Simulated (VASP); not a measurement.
# Cs in VASP: further runs

The runs below take Cs through single point, with PBE.

Program: VASP 6.6.1. These are calculated values, not measurements. Logs are shortened: lines on timing, memory, paths and dates and some standing lists are left out, and cuts for length are marked.

## Step 1: The structure

The cell holds a slab with vacuum, 4 atoms: a = 5.584 Å, b = 7.897 Å, c = 23.376 Å, α = 90.00°, β = 90.00°, γ = 90.00°.

The slab is cut from a database's or a generator's crystal, which needn't be the stable form of the element.

## Step 2: Single point, PBE

The input, INCAR:

```
SYSTEM = Cs
PREC = Accurate
ENCUT = 600
EDIFF = 1E-6
ISMEAR = -1
SIGMA = 0.05
LREAL = .False.
LASPH = .True.
NELM = 80
ALGO = Normal
ISIF = 2
LWAVE = .False.
LCHARG = .False.
LDIPOL = .True.
IDIPOL = 3
DIPOL = 0.5 0.5 0.500
GGA = PE
NBANDS = 26
```

The input, KPOINTS:

```
regular mesh
0
Gamma
  4 3 1
  0 0 0
```

The input, POSCAR:

```
Cs
1.0
    5.5837899523      0.0000000000      0.0000000000
    0.0000000000      7.8966714800      0.0000000000
    0.0000000000      0.0000000000     23.3756849285
Cs
4
Direct
    0.5000000000      0.5000000000      0.3208462136
    0.0000000000      0.0000000000      0.4402820712
    0.5000000000      0.5000000000      0.5597179288
    0.0000000000      0.0000000000      0.6791537864
```

Potentials or basis: VASP PAW PBE potentials, release 64 (Cs_sv_GW).

Command:

```
$ cat potpaw_PBE.64/Cs_sv_GW/POTCAR > POTCAR
$ mpirun -np 1 vasp_std > vasp.out
```

OUTCAR:

```text
SYSTEM = Cs
   PREC = Accurate
   ENCUT = 600
   EDIFF = 1E-6
   ISMEAR = -1
   LREAL = .False.
   LASPH = .True.
   NELM = 80
   ISIF = 2
   GGA = PE

 ion  position               nearest neighbor table
   1  0.500  0.500  0.321-
   2  0.000  0.000  0.440-
   3  0.500  0.500  0.560-
   4  0.000  0.000  0.679-

  LATTYP: Found a simple orthorhombic cell.
 ALAT       =     5.5837899523
 B/A-ratio  =     1.4142135624
 C/A-ratio  =     4.1863474680

  Lattice vectors:

 A1 = (   5.5837899523,   0.0000000000,   0.0000000000)
 A2 = (   0.0000000000,   7.8966714800,   0.0000000000)
 A3 = (   0.0000000000,   0.0000000000,  23.3756849285)

Analysis of symmetry for initial positions (statically):
=====================================================================
 Subroutine PRICEL returns:
 Original cell was already a primitive cell.

 Routine SETGRP: Setting up the symmetry group for a
 simple orthorhombic supercell.

 Subroutine GETGRP returns: Found  8 space group operations
 (whereof  4 operations were pure point group operations)
 out of a pool of  8 trial point group operations.

The static configuration has the point symmetry C_2v.
 The point group associated with its full space group is D_2h.

Analysis of symmetry for dynamics (positions and initial velocities):
=====================================================================
 Subroutine PRICEL returns:
 Original cell was already a primitive cell.

 Routine SETGRP: Setting up the symmetry group for a
 simple orthorhombic supercell.

 Subroutine GETGRP returns: Found  8 space group operations
 (whereof  4 operations were pure point group operations)
 out of a pool of  8 trial point group operations.

The dynamic configuration has the point symmetry C_2v.
 The point group associated with its full space group is D_2h.

 Subroutine INISYM returns: Found  8 space group operations
 (whereof  4 operations are pure point group operations),
 and found     1 'primitive' translations

----------------------------------------------------------------------------------------

                                     Primitive cell

  volume of cell :    1030.7124

[... 74 lines left out ...]
   LREAL  =      F    real-space projection
   EDIFFG = 0.1E-04   stopping-criterion for IOM
   NSW    =      0    number of steps for IOM
   IBRION =     -1    ionic relax: 0-MD 1-quasi-New 2-CG
   NFREE  =      0    steps in history (QN), initial steepest desc. (CG)
   ISIF   =      2    stress and relaxation
   ISYM   =      2    0-nonsym 1-usesym 2-fastsym
   POTIM  = 0.5000    time-step for ionic-motion
   TEBEG  =    0.0;   TEEND  =   0.0 temperature during run
   PSTRESS=    0.0 pullay stress
   NELECT =      36.0000    total number of electrons
   NUPDOWN=      -1.0000    fix difference up-down
   EMIN   =  10.00;   EMAX   =-10.00  energy-range for DOS
   EFERMI =   0.00;   METHOD = LEGACY
   ISMEAR =    -1;   SIGMA  =   0.05  broadening in eV -4-tet -1-fermi 0-gaus
   EFERMI_NEDOS =   21; number of points for ismear=-14 and -15
   IALGO  =     38    algorithm
   IMIX   =      4    mixing-type and parameters
     AMIX     =   0.40;   BMIX     =  1.00
     AMIX_MAG =   1.60;   BMIX_MAG =  1.00
  volume/ion in A,a.u.               =     257.68      1738.90
  Fermi-wavevector in a.u.,A,eV,Ry     =   0.535135  1.011258  3.896290  0.286369
  Thomas-Fermi vector in A             =   1.559859
   LORBIT       =      0    0 simple, 1 ext, 2 COOP (PROOUT), +10 PAW based schemes
   GGA     = PE    functional components
   LHFCALC =     F    Hartree Fock is set to
   AEXX    =    0.0000 exact exchange contribution
   IVDW    =     0    specifies the selected vdW correction
   LEPSILON=     F    determine dielectric tensor
   LRPA    =     F    only Hartree local field effects (RPA)
 non-spin polarized calculation
  energy-cutoff  :      600.00
  volume of cell :     1030.71
 maximum number of plane-waves:     34421
 NGX is ok and might be reduce to    48
   NGX = 23   NGY = 31   NGZ = 93

 dipolmoment           0.000000      0.000000     -0.000000 electrons x Angstroem

 number of electron      36.0000003 magnetization

 dipolmoment           0.000000      0.000000      0.000000 electrons x Angstroem

 Free energy of the ion-electron system (eV)
  ---------------------------------------------------
  ext. energy  EPLUGINS =         0.00000000
  ---------------------------------------------------
  free energy    TOTEN  =        -9.67090305 eV

  energy without entropy =       -9.61677456  energy(sigma->0) =       -9.64383881

 E-fermi :  -0.5944     XC(G=0):  -3.0775

 val. band max:       -0.6055562944   @ k =   0.0000   0.3333   0.0000
 cond. band min:      -0.4933045257   @ k =   0.2500   0.3333   0.0000
 fundamental gap:      0.1122517687
 Fermi energy:        -0.5943760925

 k-point     1 :       0.0000    0.0000    0.0000
  band No.  band energies     occupation
      1     -24.7565      2.00000
      2     -24.7565      2.00000
      3     -24.5534      2.00000
      4     -24.5506      2.00000
      5     -11.5748      2.00000
      6     -11.5726      2.00000
[... 163 lines left out ...]
     25       0.6573      0.00000
     26       0.6573      0.00000

------------------------ aborting loop because EDIFF is reached ----------------------------------------

 vacuum level on the upper side and lower side of the slab       (xc-potential included)        -0.305        -0.305

  FORCE on cell =-STRESS in cart. coord.  units (eV):
  Direction    XX          YY          ZZ          XY          YZ          ZX
  --------------------------------------------------------------------------------------
  -------------------------------------------------------------------------------------
  Total       -0.5902676     -0.5785226     -0.1894910      0.0000000      0.0000000      0.0000000
  in kB       -0.9175338     -0.8992769     -0.2945517      0.0000000      0.0000000      0.0000000
  external PRESSURE =      -0.7037875 kB  Pullay stress =       0.0000000 kB

 VOLUME and BASIS-vectors are now :
 -----------------------------------------------------------------------------
  energy-cutoff  :      600.00
  volume of cell :     1030.71
      direct lattice vectors                 reciprocal lattice vectors
     5.583789952  0.000000000  0.000000000     0.179089831  0.000000000  0.000000000
     0.000000000  7.896671480  0.000000000     0.000000000  0.126635634  0.000000000
     0.000000000  0.000000000 23.375684929     0.000000000  0.000000000  0.042779495

 POSITION                                       TOTAL-FORCE (eV/Angst)
 -----------------------------------------------------------------------------------
      2.79189      3.94834      7.50000         0.000000      0.000000      0.019882
      0.00000      0.00000     10.29189         0.000000      0.000000     -0.007032
      2.79189      3.94834     13.08379         0.000000      0.000000      0.007032
      0.00000      0.00000     15.87568         0.000000      0.000000     -0.019882
 -----------------------------------------------------------------------------------
    total drift:                                0.000000      0.000000      0.000000

  FREE ENERGIE OF THE ION-ELECTRON SYSTEM (eV)
  ---------------------------------------------------
  free  energy   TOTEN  =        -9.6709030536 eV

  energy  without entropy=       -9.6167745640  energy(sigma->0) =       -9.64383881

 vacuum level on the upper side and lower side of the slab         1.097         1.097
```

OSZICAR:

```text
N       E                     dE             d eps       ncg     rms          rms(c)
DAV:   1     0.311161300534E+03    0.31116E+03   -0.11043E+04   360   0.100E+03
DAV:   2     0.671981577528E+02   -0.24396E+03   -0.23844E+03   500   0.234E+02
DAV:   3    -0.539448448980E+01   -0.72593E+02   -0.72180E+02   392   0.969E+01
[... 14 lines left out ...]
DAV:  18    -0.967085256248E+01   -0.82470E-04   -0.30545E-05   248   0.146E-02    0.215E-02
DAV:  19    -0.967089895161E+01   -0.46389E-04   -0.20109E-05   246   0.985E-03    0.628E-03
DAV:  20    -0.967090159258E+01   -0.26410E-05   -0.14156E-06   320   0.582E-03    0.602E-03
DAV:  21    -0.967090265243E+01   -0.10599E-05   -0.57782E-07   236   0.344E-03    0.248E-03
DAV:  22    -0.967090305357E+01   -0.40114E-06   -0.24440E-07   264   0.236E-03
   1 F= -.96709031E+01 E0= -.96438388E+01  d E =-.541285E-01
```

stdout:

```text
POSCAR found type information on POSCAR Cs
 POSCAR found :  1 types and       4 ions
 scaLAPACK will be used
 LDA part: xc-table for (Slater+PW92), standard interpolation
 POSCAR, INCAR and KPOINTS ok, starting setup
 FFT: planning ... GRIDC
 FFT: planning ... GRID_SOFT
 FFT: planning ... GRID
 WAVECAR not read
 entering main loop
```

Wall time 7.8 min (1 thread of Intel Xeon Platinum 8259CL at 2.50GHz (Skylake/Cascade Lake), shared host); peak memory 1.1 GiB.

What came out:

| Item | Value |
| --- | --- |
| Free energy | -9.6709 eV |
| Largest force | 0.020 eV/Å |
| Band gap on the k mesh | none (metal or under the smearing width) |

Forces on the atoms (eV/Å):
```
Cs   0.000  0.000  0.020
Cs   0.000  0.000 -0.007
Cs   0.000  0.000  0.007
Cs   0.000  0.000 -0.020
```

Spin-orbit coupling is left out, which matters for the levels of Cs.

## Step 3: Single point, PBE

INCAR is that of step 2.

KPOINTS is that of step 2.

POSCAR is that of step 2.

Potentials or basis: VASP PAW PBE potentials, release 54 (Cs_sv).

Command:

```
$ cat potpaw_PBE.54/Cs_sv/POTCAR > POTCAR
$ mpirun -np 1 vasp_std > vasp.out
```

OUTCAR:

```text
SYSTEM = Cs
   PREC = Accurate
   ENCUT = 600
   EDIFF = 1E-6
   ISMEAR = -1
   LREAL = .False.
   LASPH = .True.
   NELM = 80
   ISIF = 2
   GGA = PE

 ion  position               nearest neighbor table
   1  0.500  0.500  0.321-
   2  0.000  0.000  0.440-
   3  0.500  0.500  0.560-
   4  0.000  0.000  0.679-

  LATTYP: Found a simple orthorhombic cell.
 ALAT       =     5.5837899523
 B/A-ratio  =     1.4142135624
 C/A-ratio  =     4.1863474680

  Lattice vectors:

 A1 = (   5.5837899523,   0.0000000000,   0.0000000000)
 A2 = (   0.0000000000,   7.8966714800,   0.0000000000)
 A3 = (   0.0000000000,   0.0000000000,  23.3756849285)

Analysis of symmetry for initial positions (statically):
=====================================================================
 Subroutine PRICEL returns:
 Original cell was already a primitive cell.

 Routine SETGRP: Setting up the symmetry group for a
[... 159 lines left out ...]

 E-fermi :  -0.8053     XC(G=0):  -3.0440

 val. band max:       -0.8170621738   @ k =   0.0000   0.3333   0.0000
 cond. band min:      -0.7037375476   @ k =   0.2500   0.3333   0.0000
 fundamental gap:      0.1133246262
 Fermi energy:        -0.8052730457

 k-point     1 :       0.0000    0.0000    0.0000
  band No.  band energies     occupation
      1     -24.9718      2.00000
      2     -24.9718      2.00000
      3     -24.7699      2.00000
      4     -24.7671      2.00000
      5     -11.7870      2.00000
      6     -11.7848      2.00000
[... 163 lines left out ...]
     25       0.4489      0.00000
     26       0.4489      0.00000

------------------------ aborting loop because EDIFF is reached ----------------------------------------

 vacuum level on the upper side and lower side of the slab       (xc-potential included)        -0.275        -0.275

  FORCE on cell =-STRESS in cart. coord.  units (eV):
  Direction    XX          YY          ZZ          XY          YZ          ZX
  --------------------------------------------------------------------------------------
  -------------------------------------------------------------------------------------
  Total       -0.5443685     -0.5313395     -0.1423666      0.0000000      0.0000000      0.0000000
  in kB       -0.8461865     -0.8259337     -0.2212998      0.0000000      0.0000000      0.0000000
  external PRESSURE =      -0.6311400 kB  Pullay stress =       0.0000000 kB

 VOLUME and BASIS-vectors are now :
 -----------------------------------------------------------------------------
  energy-cutoff  :      600.00
  volume of cell :     1030.71
      direct lattice vectors                 reciprocal lattice vectors
     5.583789952  0.000000000  0.000000000     0.179089831  0.000000000  0.000000000
     0.000000000  7.896671480  0.000000000     0.000000000  0.126635634  0.000000000
     0.000000000  0.000000000 23.375684929     0.000000000  0.000000000  0.042779495

 POSITION                                       TOTAL-FORCE (eV/Angst)
 -----------------------------------------------------------------------------------
      2.79189      3.94834      7.50000         0.000000      0.000000      0.018852
      0.00000      0.00000     10.29189         0.000000      0.000000     -0.007094
      2.79189      3.94834     13.08379         0.000000      0.000000      0.007094
      0.00000      0.00000     15.87568         0.000000      0.000000     -0.018852
 -----------------------------------------------------------------------------------
    total drift:                                0.000000      0.000000     -0.000000

  FREE ENERGIE OF THE ION-ELECTRON SYSTEM (eV)
  ---------------------------------------------------
  free  energy   TOTEN  =        -2.9841684156 eV

  energy  without entropy=       -2.9300402675  energy(sigma->0) =       -2.95710434

 vacuum level on the upper side and lower side of the slab         0.947         0.947
```

stdout:

```text
POSCAR found type information on POSCAR Cs
 POSCAR found :  1 types and       4 ions
 scaLAPACK will be used
 LDA part: xc-table for (Slater+PW92), standard interpolation
 POSCAR, INCAR and KPOINTS ok, starting setup
 FFT: planning ... GRIDC
 FFT: planning ... GRID_SOFT
 FFT: planning ... GRID
 WAVECAR not read
 entering main loop
```

Wall time 5.5 min (1 thread of Intel Xeon Platinum 8259CL at 2.50GHz (Skylake/Cascade Lake), shared host); peak memory 1 GiB.

What came out:

* Free energy: -2.9842 eV
* Largest force: 0.019 eV/Å
* Band gap on the k mesh: none (metal or under the smearing width)

Forces in eV/Å, atoms in the order of the input:
```
Cs   0.000  0.000  0.019
Cs   0.000  0.000 -0.007
Cs   0.000  0.000  0.007
Cs   0.000  0.000 -0.019
```

Levels at points of the mesh, in eV from the Fermi level:
```
           k point  band 16  band 17  band 18  band 19  band 20  band 21
(0.00, 0.00, 0.00)   -10.72    -1.43    -0.83    -0.01     0.49     0.71
(0.50, 0.00, 0.00)   -10.75    -0.06    -0.06     0.33     0.33     0.99
```

Spin-orbit coupling is left out, which matters for the levels of Cs.

## Step 4: Single point, PBE

INCAR is that of step 3.

KPOINTS is that of step 3.

POSCAR is that of step 3.

Command:

```
$ cat potpaw_PBE.54/Cs_sv/POTCAR > POTCAR
$ mpirun -np 1 vasp_std > vasp.out
```

Wall time 5.1 min (1 thread of Intel Xeon Platinum 8259CL at 2.50GHz (Skylake/Cascade Lake), shared host); peak memory 1 GiB.

It converged, with:

- Free energy: -2.9842 eV
- Largest force: 0.019 eV/Å
- Band gap on the k mesh: none (metal or under the smearing width)

Forces on the atoms (eV/Å):
```
Cs   0.000  0.000  0.019
Cs   0.000  0.000 -0.007
Cs   0.000  0.000  0.007
Cs   0.000  0.000 -0.019
```

Levels at points of the mesh, in eV from the Fermi level:
| k point | band 14 | band 15 | band 16 | band 17 | band 18 | band 19 | band 20 | band 21 | band 22 | band 23 |
| --- | --- | --- | --- | --- | --- | --- | --- | --- | --- | --- |
| (0.00, 0.00, 0.00) | -10.74 | -10.73 | -10.72 | -1.43 | -0.83 | -0.01 | 0.49 | 0.71 | 1.03 | 1.24 |
| (0.50, 0.00, 0.00) | -10.76 | -10.75 | -10.75 | -0.06 | -0.06 | 0.33 | 0.33 | 0.99 | 0.99 | 1.11 |

Spin-orbit coupling is left out, which matters for the levels of Cs.
